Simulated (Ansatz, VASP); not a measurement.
# SiC: VASP beside Ansatz, part 2 of 2

One calculation is typed for both programs; each brings its own data sets and cutoff. How far apart do they land? The cell is a member of a volume series, scaled by 1.04 from a relaxed one, so a pressure remains.

VASP 6.6.1 and Ansatz 0.2.0.

So far: The starting structure; VASP: zone-centre phonons, LDA, volume scaled by 1.04.

## (3) Ansatz: zone-centre phonons, LDA, volume scaled by 1.04

Level of this step: Ansatz beside VASP: Kohn-Sham DFT, plane waves, LDA (Ansatz).

Ansatz runs on its default PAW (the set named soft_2) files.

The same cell, functional (in two slightly different forms), mesh and smearing now go to Ansatz, which takes its cutoff from its data sets.

File input.yaml:

```yaml
crystal:
  lattice:
    - [3.0998522509, -1.0e-10, 0.0]
    - [-1.5499261205, 2.684550799, 0.0]
    - [0.0, 0.0, 10.149929626]
  atoms:
    - { symbol: Si, position: [0.66666667, 0.33333333, 0.9378807369] }
    - { symbol: Si, position: [0.33333333, 0.66666667, 0.4378807369] }
    - { symbol: Si, position: [0.0, 0.0, 0.6878796398] }
    - { symbol: Si, position: [0.0, 0.0, 0.1878796398] }
    - { symbol: C, position: [0.66666667, 0.33333333, 0.7497869837] }
    - { symbol: C, position: [0.33333333, 0.66666667, 0.2497869837] }
    - { symbol: C, position: [0.0, 0.0, 0.5004516395] }
    - { symbol: C, position: [0.0, 0.0, 0.0004516395] }
hamiltonian:
  xc: lda
  pseudopotentials: { kind: paw }
kpoints:
  mp_grid: { grid: [8, 8, 2] }
scf:
  occupations: { method: gaussian, width: 0.03 }
phonons:
  method: dfpt
  qpoints: [[0, 0, 0]]
```

The run is started by

```
$ ansatz run input.yaml --threads 4 --pin off --max-ram 9216MiB --backend cpu --events-out ev --progress --plain --runs-dir out
```

Numbers of over 12 decimals in the logs are rounded to 6 here.

The program printed:

```text
Warning: the atoms were moved onto the symmetric positions of the space group found under crystal.symmetry.tolerance 1.0e-5 (fractional; no operation is sought that the atoms, as they stand in a round, miss by more than twice it, and no atom is moved by as much as it), and the run uses the moved positions. Before a round's move an operation carried an atom to 3.10e-8 Å from where it should land, the largest such dist [...]
Engine: ansatz 0.2.0, aarch64-unknown-linux-gnu
Pseudopotentials: kind: paw
Pseudopotential: Si, paw, valence charge 4, recommended cutoff 420 eV (normal), Si.paw.azcp
Pseudopotential: C, paw, valence charge 4, recommended cutoff 420 eV (normal), C.paw.azcp
Functional definition: SPW92
  exchange = slater_x
  correlation = pw_c
Crystal: 8 atoms, lattice volume = 84.465 Å³
Basis set: ecut = 420 eV, 1653 PW (Γ), exchange–correlation on 48×48×144 points (8 copies of the dense FFT grid, shifted against one another)
Bands: 24, of which v1, the nominal top of the filled ones, is band 16 counted from 1 (15 counted from 0)
Symmetry: 12 space group operations
k-points: 42 of 128 (irreducible under 2 space group operations, time reversal used)
Non-local potential: Si, projectors of the file, l = 0: 2, l = 1: 2, l = 2: 2
Non-local potential: C, projectors of the file, l = 0: 2, l = 1: 2, l = 2: 1
PAW form: soft (Blöchl's): semilocal exchange-correlation on the pseudo side does not see the compensation charge
PAW frozen core: Si, regenerated for the run's functional, and the local potential with it (the file was generated under x = pbe(κ = 0.804, μ = 0.219515), c = pbe(β = 0.066725))
PAW frozen core: C, regenerated for the run's functional, and the local potential with it (the file was generated under x = pbe(κ = 0.804, μ = 0.219515), c = pbe(β = 0.066725))
PAW one-centre angular grid: Si, 110 points (default); XC on 64 Gauss nodes
PAW one-centre angular grid: C, 110 points (default); XC on 64 Gauss nodes
Initial density: superposition of atomic densities (neutral atoms: chi_scale 0, normalization atom), corrected by the library's trained network
Initial wavefunctions: pseudopotential atomic-orbital guess
Functional: x = slater, c = lda
SCF iter   1: F=—  HF=-3408.733728 eV  |F-HF|=—  |Δ(HF+E_count)|=         —  Δρ=7.96e-3  dr2=5.86e-2  ethr=1.77e-3  ⟨swp⟩=6.2  Hψ=5564  notcnv=0
preconditioner: auto → none  [insulator: Δε(μ)=2.092 eV  Ē_g=11.647 eV  σ=0.030 eV  W_gap=1.00  n_scr=6 (ndim 8)  ℏωp=22.9 eV  f_vac=0.000  D(μ)=0.00/eV (n_scr^D=0)  ε∞_Penn≈4.9]
SCF iter   2: F=—  HF=-3408.717569 eV  |F-HF|=—  |Δ(HF+E_count)|=   1.62e-2  Δρ=2.65e-3  dr2=2.60e-3  ethr=1.83e-4  ⟨swp⟩=3.0  Hψ=2130  notcnv=0  defer=123
SCF iter   3: F=—  HF=-3408.716969 eV  |F-HF|=—  |Δ(HF+E_count)|=   6.00e-4  Δρ=9.29e-4  dr2=3.15e-4  ethr=8.13e-6  ⟨swp⟩=1.0  Hψ=885  notcnv=0  defer=123
SCF iter   4: F=—  HF=-3408.716911 eV  |F-HF|=—  |Δ(HF+E_count)|=   5.75e-5  Δρ=9.26e-5  dr2=2.10e-5  ethr=9.84e-7  ⟨swp⟩=2.2  Hψ=1544  notcnv=0  defer=123
SCF iter   5: F=—  HF=-3408.716904 eV  |F-HF|=—  |Δ(HF+E_count)|=   7.07e-6  Δρ=2.53e-5  dr2=5.35e-7  ethr=6.57e-8  ⟨swp⟩=2.0  Hψ=1347  notcnv=0  defer=123
SCF iter   6: F=—  HF=-3408.716902 eV  |F-HF|=—  |Δ(HF+E_count)|=   1.62e-6  Δρ=8.64e-6  dr2=4.16e-8  ethr=1.67e-9  ⟨swp⟩=2.1  Hψ=1386  notcnv=0  defer=123
SCF iter   7: F=—  HF=-3408.716903 eV  |F-HF|=—  |Δ(HF+E_count)|=   7.43e-9  Δρ=1.36e-6  dr2=1.27e-9  ethr=1.30e-10  ⟨swp⟩=2.2  Hψ=1482  notcnv=0  defer=123
SCF iter   8: F=—  HF=-3408.716903 eV  |F-HF|=—  |Δ(HF+E_count)|=  8.19e-12  Δρ=1.35e-7  dr2=1.20e-11  ethr=3.98e-12  ⟨swp⟩=2.1  Hψ=1375  notcnv=0  defer=123
SCF iter   9: F=-3408.716903 eV  HF=-3408.716903 eV  |F-HF|=1.36e-12  |Δ(HF+E_count)|=  4.55e-13  Δρ=2.18e-8  dr2=2.98e-13  ethr=1.00e-12  ⟨swp⟩=9.9  Hψ=4922  notcnv=0
SCF 1 converged in 9 iterations: F = -3408.716903 eV  dr2 = 2.98e-13
  greatest PAW one-centre occupation: 0.635 electrons in one spin orbital (limit 2), on the C atom at site 5 (counted from 0), in its partial waves of l = 0
DFPT response loops at Γ: preconditioner auto → Resta (q_TF=auto, 2.321 Å⁻¹)  ε∞=5.3 (no band partly filled); β = 1.00, the filter's whole step (`scf.mixing.beta` (0.50) is not read by the response loops at its default; to damp them type it under 1.00, their step now; it binds the ground state too); Broyden in place of MSR1
SCF converged after 9 iterations
Free energy (F): -3408.716903 eV
Harris-Foulkes:  -3408.716903 eV  (|F-HF|=1.36e-12)
Internal energy: -3408.716903 eV  (E = F + TS)
E sigma→0 (E₀):  -3408.716903 eV
Fermi energy:    10.141484 eV
--- Per-component energies (eV) ---
  E_band       = 101.739143
  E_kinetic    = 538.485961
  E_local      = -431.530076  (includes V_loc(G=0)·N_el)
  E_nonlocal   = 214.518682
  E_hartree    = 128.700054
  E_xc         = -417.386175
  E_vxc        = -435.651289  (∫ρ·V_xc dr)
  E_paw        = -2311.461072  (= ΣΔE_a)
  E_vpaw       = -41.484294  (= ΣTr[D̂ρ^β])
  E_aug_tail   = 0.000053  (compensation charges beyond the density's cutoff)
  E_ewald      = -1130.632983
  E_core_change = 0.588653  (= ΣΔE_core)
  E_smearing   = -0.000000  (= −TS)
  E_closure    = -0.000000  (closes the sum)
  Σ components = -3408.716903   (vs F -3408.716903, Δ=0.00e0)
--- Band table (eV; the first three rows and the last of 42) ---
  k-point 0: bands = [... 12 lower, 8.4730, 9.0052, 9.0562, 9.0562, 13.9203, 14.4958, 15.1189, 15.1301, ... 4 higher]
  k-point 1: bands = [... 12 lower, 8.8503, 8.8503, 8.8503, 8.8503, 14.1255, 14.1255, 15.5817, 15.5817, ... 4 higher]
  k-point 2: bands = [... 12 lower, 8.1185, 8.1214, 8.8214, 8.9249, 14.1222, 14.7610, 14.8645, 15.5146, ... 4 higher]
  k-point 41: bands = [... 12 lower, 5.5987, 5.5987, 7.4130, 7.4130, 12.8543, 12.8543, 14.6333, 14.6333, ... 4 higher]
--- Phonons (Γ-DFPT): 8 representative perturbations + reference, on 42 of 128 k-points (Σ response iterations 25) ---
  k mesh reduced under 2 symmetry operations, with k and −k counted as one. Each operation leaves every solved perturbation unchanged. A smaller set is not used because it would not reduce the number of displacements times k-points to solve
  ASR residual: 3.179e-5 → 0.000e0 eV/Å²; symmetrization residual: 1.772e-6 eV/Å²
  ASR residual per site (eV/Å²): 4.24e-6 4.24e-6 4.14e-6 4.14e-6 3.18e-5 3.18e-5 8.13e-6 8.13e-6
  Γ frequencies (cm⁻¹): 0.00 0.00 0.00 191.39 191.39 198.47 198.47 259.59 259.59 382.72 390.33 583.88 731.34 731.34 742.09 742.09 748.17 750.18 750.18 763.51 763.51 801.62 874.35 883.44
  non-analytic LO–TO correction: not included (Born effective charges unavailable; polar crystals: no LO–TO splitting at Γ)
--- Phonons (arbitrary-q DFPT): 1 explicit q-point ---
  q = [0, 0, 0] (of the zone-centre solve; hermiticity 7.42e-8, symmetrization 3.76e-8): -0.00 0.00 0.00 191.39 191.39 198.47 198.47 259.59 259.59 382.72 390.33 583.88 731.34 731.34 742.09 742.09 748.17 750.18 750.18 763.51 763.51 801.62 874.35 883.44
  sum rule: each row above includes the acoustic sum rule's correction from the zone centre's row sums; it moved no ω² by more than (0.85 cm⁻¹)²
```

Run time: 17 s. Hardware: 4 threads of Arm Neoverse V2, shared host; peak memory 0.61 GiB.

## (4) Side by side

Known differences besides the potentials themselves: the two LDA forms differ slightly; the cutoff is 420 eV in Ansatz and 560 eV in VASP; VASP's log shows a relativistic correction to its local exchange, Ansatz's none; VASP uses finite displacements, Ansatz perturbation theory. Total energies have different zeros and are not compared.

The two programs side by side:

```tsv
quantity	Ansatz	VASP	difference
optical mode 1 to 2 (cm⁻¹)	191.4	191.4	+0.02 %
optical mode 3 to 4 (cm⁻¹)	198.5	198.5	-0.02 %
optical mode 5 to 6 (cm⁻¹)	259.6	259.5	+0.04 %
optical mode 7 (cm⁻¹)	382.7	383.5	-0.19 %
optical mode 8 (cm⁻¹)	390.3	391.0	-0.16 %
optical mode 9 (cm⁻¹)	583.9	583.5	+0.07 %
optical mode 10 to 11 (cm⁻¹)	731.3	732.3	-0.14 %
optical mode 12 to 13 (cm⁻¹)	742.1	742.9	-0.10 %
optical mode 14 (cm⁻¹)	748.2	748.9	-0.09 %
optical mode 15 to 16 (cm⁻¹)	750.2	750.9	-0.10 %
optical mode 17 to 18 (cm⁻¹)	763.5	764.0	-0.07 %
optical mode 19 (cm⁻¹)	801.6	802.7	-0.14 %
optical mode 20 (cm⁻¹)	874.4	873.7	+0.08 %
optical mode 21 (cm⁻¹)	883.4	882.7	+0.08 %
```

Modes are paired by rising frequency and degeneracy, not by their patterns, so a pair may still set unlike modes beside each other.

## (5) Ansatz: zone-centre phonons, LDA, volume scaled by 1.02

Second derivatives magnify differences that forces hide, and they need a tight electronic threshold. The cell compared in this pair holds 82.84 Å³, against 84.46 Å³ for the pair before.

The cell is a member of a volume series, scaled by 1.02 from a relaxed one, so a pressure remains.

input.yaml, the sections that differ from step 3:

```yaml
crystal:
  lattice:
    - [3.0799469996, 0.0, 0.0]
    - [-1.5399734948, 2.6673123458, 0.0]
    - [0.0, 0.0, 10.0838265335]
  atoms:
    - { symbol: Si, position: [0.66666667, 0.33333333, 0.937865097] }
    - { symbol: Si, position: [0.33333333, 0.66666667, 0.437865097] }
    - { symbol: Si, position: [0.0, 0.0, 0.6878867156] }
    - { symbol: Si, position: [0.0, 0.0, 0.1878867156] }
    - { symbol: C, position: [0.66666667, 0.33333333, 0.7497949591] }
    - { symbol: C, position: [0.33333333, 0.66666667, 0.2497949591] }
    - { symbol: C, position: [0.0, 0.0, 0.5004522283] }
    - { symbol: C, position: [0.0, 0.0, 0.0004522283] }
# hamiltonian, kpoints, scf, phonons: as in step 3
```

The program printed:

```text
[...]
Crystal: 8 atoms, lattice volume = 82.840 Å³
Basis set: ecut = 420 eV, 1605 PW (Γ), exchange–correlation on 48×48×144 points (8 copies of the dense FFT grid, shifted against one another)
Bands: 24, of which v1, the nominal top of the filled ones, is band 16 counted from 1 (15 counted from 0)
Symmetry: 12 space group operations
k-points: 42 of 128 (irreducible under 2 space group operations, time reversal used)
[...]
k-point 2: bands = [... 12 lower, 8.3540, 8.3680, 9.0631, 9.1695, 14.4636, 15.1156, 15.2207, 15.9082, ... 4 higher]
  k-point 41: bands = [... 12 lower, 5.7942, 5.7942, 7.6419, 7.6419, 13.1151, 13.1151, 14.9530, 14.9530, ... 4 higher]
[...]
ASR residual: 2.879e-5 → 0.000e0 eV/Å²; symmetrization residual: 1.480e-6 eV/Å²
[...]
--- Phonons (arbitrary-q DFPT): 1 explicit q-point ---
[...]
[key lines of the parts left out:]
SCF converged after 9 iterations
Free energy (F): -3408.784369 eV
Fermi energy:    10.387557 eV
```

Elapsed: 17 s, on 4 threads; peak memory 0.61 GiB; 64 s of CPU time.

## (6) VASP: zone-centre phonons, LDA, volume scaled by 1.02

The same cell, functional (in two slightly different forms), mesh and smearing now go to VASP, with its own data sets and cutoff.

File INCAR:

```
SYSTEM = SiC
PREC = Accurate
ENCUT = 560
EDIFF = 1E-08
NELM = 100
ISMEAR = 0
SIGMA = 0.03
LREAL = .FALSE.
ALGO = Normal
GGA = CA
NBANDS = 24
LORBIT = 11
LWAVE = .FALSE.
LCHARG = .FALSE.
KPAR = 16
IBRION = 6
NFREE = 2
POTIM = 0.015
NSW = 1
ISIF = 2
```

File POSCAR:

```
SiC
1.0
    3.0799469996      0.0000000000      0.0000000000
   -1.5399734948      2.6673123458      0.0000000000
    0.0000000000      0.0000000000     10.0838265335
Si C
4 4
Direct
    0.6666666700      0.3333333300      0.9378650970
    0.3333333300      0.6666666700      0.4378650970
    0.0000000000      0.0000000000      0.6878867156
    0.0000000000      0.0000000000      0.1878867156
    0.6666666700      0.3333333300      0.7497949591
    0.3333333300      0.6666666700      0.2497949591
    0.0000000000      0.0000000000      0.5004522283
    0.0000000000      0.0000000000      0.0004522283
```

File KPOINTS:

```
Automatic mesh
0
Gamma
8 8 2
0 0 0
```

Potentials, in the order of the species: Si and C (LDA family, release 64).

The run is started by

```
$ mpirun -np 16 vasp_std
```

The program printed:

```text
[banner, memory and clock lines left out]
running   16 mpi-ranks, on    1 nodes
[...]
[... a notice as in an earlier step ...]

 LDA part: xc-table for (Slater(with rela. corr.)+CA(PZ))
 , standard interpolation
 POSCAR, INCAR and KPOINTS ok, starting setup
[...]
entering main loop
       N       E                     dE             d eps       ncg     rms          rms(c)
DAV:   1     0.752361585686E+02    0.75236E+02   -0.15233E+04   960   0.128E+03
DAV:   2    -0.673014261720E+02   -0.14254E+03   -0.13333E+03  1304   0.204E+02
DAV:   3    -0.745823532186E+02   -0.72809E+01   -0.72326E+01  1272   0.447E+01
DAV:   4    -0.746848877834E+02   -0.10253E+00   -0.10243E+00  1264   0.629E+00
[...]
DAV:  13    -0.665594616947E+02    0.51820E-06   -0.21734E-06  1256   0.664E-03    0.205E-03
DAV:  14    -0.665594617262E+02   -0.31545E-07   -0.81546E-08  1232   0.183E-03    0.699E-04
DAV:  15    -0.665594617349E+02   -0.87020E-08   -0.31862E-09   912   0.319E-04
   1 F= -.66559462E+02 E0= -.66559462E+02  d E =-.270482E-17
[... from here on, the cycles between the ionic steps are left out ...]
   2 F= -.66557280E+02 E0= -.66557280E+02  d E =-.330449E-15
   9 F= -.66556064E+02 E0= -.66556064E+02  d E =-.433073E-16
  10 F= -.66557310E+02 E0= -.66557310E+02  d E =-.135820E-16
  11 F= -.66557310E+02 E0= -.66557310E+02  d E =-.135972E-16
  12 F= -.66556489E+02 E0= -.66556489E+02  d E =-.230223E-16
  13 F= -.66556578E+02 E0= -.66556578E+02  d E =-.398952E-17
  14 F= -.66557308E+02 E0= -.66557308E+02  d E =-.205480E-15
  15 F= -.66557308E+02 E0= -.66557308E+02  d E =-.205217E-15
  16 F= -.66556445E+02 E0= -.66556445E+02  d E =-.173005E-14
  17 F= -.66556512E+02 E0= -.66556512E+02  d E =-.463455E-20
 Finite differences progress:
  Degree of freedom:   8/  8
  Displacement:        2/  2
  Total:              16/ 16
```

OUTCAR, selected parts (step 6):

```text
  FREE ENERGIE OF THE ION-ELECTRON SYSTEM (eV)
  ---------------------------------------------------
  free  energy   TOTEN  =       -66.5565118246 eV

  energy  without entropy=      -66.5565118246  energy(sigma->0) =      -66.55651182

[... 1 part as in an earlier step ...]

[... 1 further part left out ...]
[key lines of the parts left out:]
E-fermi :   8.2968
```

## (7) Differences

Both answers:

```tsv
quantity	Ansatz	VASP	difference
optical mode 1 to 2 (cm⁻¹)	191.5	191.4	+0.05 %
optical mode 3 to 4 (cm⁻¹)	199.0	199.0	+0.00 %
optical mode 5 to 6 (cm⁻¹)	259.2	259.0	+0.06 %
optical mode 7 (cm⁻¹)	391.0	391.7	-0.18 %
optical mode 8 (cm⁻¹)	398.8	399.5	-0.15 %
optical mode 9 (cm⁻¹)	595.4	594.9	+0.08 %
optical mode 10 to 11 (cm⁻¹)	750.6	751.4	-0.11 %
optical mode 12 to 13 (cm⁻¹)	760.3	760.9	-0.08 %
optical mode 14 (cm⁻¹)	765.1	765.7	-0.07 %
optical mode 15 to 16 (cm⁻¹)	768.3	768.9	-0.07 %
optical mode 17 to 18 (cm⁻¹)	780.6	781.0	-0.04 %
optical mode 19 (cm⁻¹)	819.5	820.6	-0.14 %
optical mode 20 (cm⁻¹)	893.1	892.4	+0.09 %
optical mode 21 (cm⁻¹)	902.3	901.4	+0.10 %
```

Modes are paired by rising frequency and degeneracy, not by their patterns, so a pair may still set unlike modes beside each other.

## (8) Outcome

```json
{
 "r.m.s. difference of the optical zone-centre modes, each program's sorted by frequency (zone-centre phonons, LDA, volume scaled by 1.04)": "0.64 cm⁻¹",
 "r.m.s. difference of the optical zone-centre modes, each program's sorted by frequency (zone-centre phonons, LDA, volume scaled by 1.02)": "0.57 cm⁻¹"
}
```

**Reading.** The r.m.s. difference of the optical zone-centre modes, each program's sorted by frequency is 0.64 cm⁻¹ (zone-centre phonons, LDA, volume scaled by 1.04). How closely two codes agree says nothing of how well the functional describes the real material.

[Lines on the potential files, build, host, timing and source positions are cut from VASP's logs without a mark.]

[Logs are printed without paths, hosts, clocks, repeated set-up lines and the standing remarks that a program may print on its own settings, such as how far it seeks lower states.]

[Hosts, paths, dates, database ids (printed as entryN), source tags and the programs' standing remarks are cut or masked in the printed files.]
